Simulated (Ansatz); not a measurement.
LiCl: phonon entropy and phonon heat capacity against temperature

Results calculated with Ansatz 0.2.0, not measured. Harmonic vibrational free energy, entropy and heat capacity at constant volume, per atom, from the force constants of a q mesh, imaginary modes left out; plane waves with PAW datasets, Gamma-centred k mesh.

Structure of every row (space group Fm-3m, No. 225):
```
LiCl
1.0
      0.0000     2.5750     2.5750
      2.5750     0.0000     2.5750
      2.5750     2.5750     0.0000
Li Cl
1 1
Direct
  0.50000 0.50000 0.50000
  0.00000 0.00000 0.00000
```

Settings of every row: functional PBE; dispersion none; spin none; wave cutoff 420 eV; k mesh 8x8x8; occupations fixed; smearing width 0 eV; pressure 0 GPa; phonon method linear response; q mesh 4x4x4.

```csv
row,temperature (K),phonon entropy (kB/atom),phonon heat capacity (kB/atom),phonon free energy (meV/atom)
1,200,2.655,2.581,13.9
2,300,3.751,2.799,-14
3,400,4.569,2.883,-50
4,500,?,?,?
5,600,5.753,2.947,-139.5
6,700,6.208,2.961,-191.1
7,800,6.604,2.97,-246.4
8,900,6.954,2.976,-304.8
9,1000,7.268,2.981,-366.1
```

Question: what phonon entropy and phonon heat capacity should row 4 give?

Worked fit of phonon entropy. Entropy rises as the heat capacity times the change of ln T, so take t = ln(T / 300 K). The shown rows have t = -0.4055, 0, 0.2877, 0.6931, 0.8473, 0.9808, 1.0986, 1.204. Least squares give phonon entropy = 3.7617 + 2.78819 × t + 0.10806 × t² kB/atom; a straight line predicts inner rows, each left out in turn, worse (root mean square 0.026 against 0.0087 kB/atom). The rows lie off it by 0.006, -0.011, -0.004, 0.007, 0.006, 0.004, -0.001, -0.007 (root mean square 0.0064 kB/atom), a smooth pattern that one more power would take up: the form is only approximate. The slope at t = 0, 2.79 kB/atom, estimates the heat capacity at 300 K. The withheld row has t = 0.5108, so the fit gives 3.7617 + 2.78819 × (0.5108) + 0.10806 × (0.5108)² = 5.214 kB/atom.

The calculation gave 5.217 kB/atom. The fit lies 0.003 kB/atom (0.065 % of the column's range) below it; its largest miss of a shown row is 0.011 kB/atom.

Worked fit of phonon heat capacity. At high temperature a harmonic heat capacity falls short of its limit by a term in 1/T², so take t = (100 K / T)². The shown rows have t = 0.25, 0.11111, 0.0625, 0.02778, 0.02041, 0.01562, 0.01235, 0.01. Least squares give phonon heat capacity = 2.9997 − 1.9189 × t + 0.977 × t² kB/atom; a straight line predicts inner rows, each left out in turn, worse (root mean square 0.0057 against 0.00067 kB/atom). The rows lie off it by 0.000, 0.000, -0.001, 0.000, 0.000, 0.000, 0.000, 0.000. The constant, 2.9997 kB/atom, is to be held against the harmonic limit of 3 k_B an atom. The withheld row has t = 0.04, so the fit gives 2.9997 − 1.9189 × (0.04) + 0.977 × (0.04)² = 2.925 kB/atom.

The calculation gave 2.924 kB/atom. The fit lies 0.001 kB/atom (0.25 % of the column's range) above it, one unit of the last digit.

The other values of row 4: phonon free energy -92.2 meV/atom.
